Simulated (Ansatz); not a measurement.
## Bi2Te3: the change of energy less free atoms and pressure with volume per atom

Results calculated with Ansatz 0.2.0, not measured. Periodic Kohn-Sham DFT of a crystal at fixed atoms; pressure and stress are positive in compression; the energy is the free energy less that of spherical unpolarised free atoms; site moments are those in the method's own spheres, positive along +z.

Cell of the first row (space group R3m, No. 160):
```
cell vectors (Å)
   2.1634     1.2490     9.7436
  -2.1634     1.2490     9.7436
   0.0000    -2.4981     9.7436
atoms (fractions of the cell vectors)
Bi  0.81200  0.81200  0.81200
Bi  0.40200  0.40200  0.40200
Te  0.61100  0.61100  0.61100
Te  0.20000  0.20000  0.20000
Te  0.00000  0.00000  0.00000
```

Settings of every row: method all-electron LAPW; functional PBE; relativity scalar; k mesh 8x8x8; filling fermi-dirac; smearing width 0.08 eV; basis error target 1 meV/atom; nucleus gaussian.

Atom start moment: 0 on all atoms.

Limits: no spin-orbit coupling on heavy atoms.

```
row  volume per atom (Å³)  energy less free atoms (eV/atom)  pressure (GPa)
  1                31.595                           -3.3259            5.45
  2                32.267                                 ?               ?
  3                 32.94                           -3.3601           2.807
  4                33.276                           -3.3654           2.232
  5                33.612                           -3.3695           1.688
  6                33.948                           -3.3725           1.173
  7                34.284                           -3.3744           0.685
  8                34.956                           -3.3754          -0.213
  9                35.629                           -3.3727          -1.017
```

Question: what energy less free atoms and pressure should row 2 give?

Worked fit of energy less free atoms. Take u = (V_r/V)^(2/3) − 1 with V_r = 33.78 Å³ an atom, which is twice the finite (Eulerian) strain; such expansions in the strain, on which the Birch-Murnaghan equation of state is built, carry the rest volume and the bulk modulus. The shown rows have u = 0.04559, 0.01693, 0.01007, 0.00333, -0.0033, -0.00982, -0.02256, -0.0349. Least squares give energy less free atoms = −3.37114 + 0.4549 × u + 11.778 × u² eV/atom; a straight line predicts inner rows, each left out in turn, worse (root mean square 0.0061 against 4.6e-05 eV/atom). The rows lie off it by 0.0000, 0.0000, 0.0000, 0.0000, 0.0000, 0.0001, 0.0000, 0.0000. Its lowest point lies at u = -0.0193, or V = 34.78 Å³ an atom, and the curvature there gives the bulk modulus at fixed shape and fractions, B = (4/9)(1 + u)² E″(u)/V = 46.4 GPa. Letting shape and atoms relax would as a rule lower it, by much in layered, chain or molecular crystals. The withheld row has u = 0.03102, so the fit gives −3.37114 + 0.4549 × (0.03102) + 11.778 × (0.03102)² = -3.3457 eV/atom.

The calculation gave -3.3458 eV/atom. The fit lies 0.0001 eV/atom (0.2 % of the column's range) above it, one unit of the last digit.

Worked fit of pressure. Take u = (V_r/V)^(2/3) − 1 with V_r = 33.78 Å³ an atom, which is twice the finite (Eulerian) strain; such expansions in the strain, on which the Birch-Murnaghan equation of state is built, carry the rest volume and the bulk modulus. The shown rows have u = 0.04559, 0.01693, 0.01007, 0.00333, -0.0033, -0.00982, -0.02256, -0.0349. Least squares give pressure = 1.4267 + 77.685 × u + 224.88 × u² + 150 × u³ GPa; a parabola predicts inner rows, each left out in turn, worse (root mean square 0.0023 against 0.00031 GPa). All shown rows lie on it to the printed digit. The pressure vanishes at u = -0.0194, or V = 34.79 Å³ an atom, and there the bulk modulus at fixed shape and fractions is B = −V dP/dV = (2/3)(1 + u) dP/du = 45.2 GPa. Letting shape and atoms relax would as a rule lower it, by much in layered, chain or molecular crystals. The withheld row has u = 0.03102, so the fit gives 1.4267 + 77.685 × (0.03102) + 224.88 × (0.03102)² + 150 × (0.03102)³ = 4.057 GPa.

The calculation gave 4.056 GPa. The fit lies 0.001 GPa (0.015 % of the column's range) above it, one unit of the last digit.
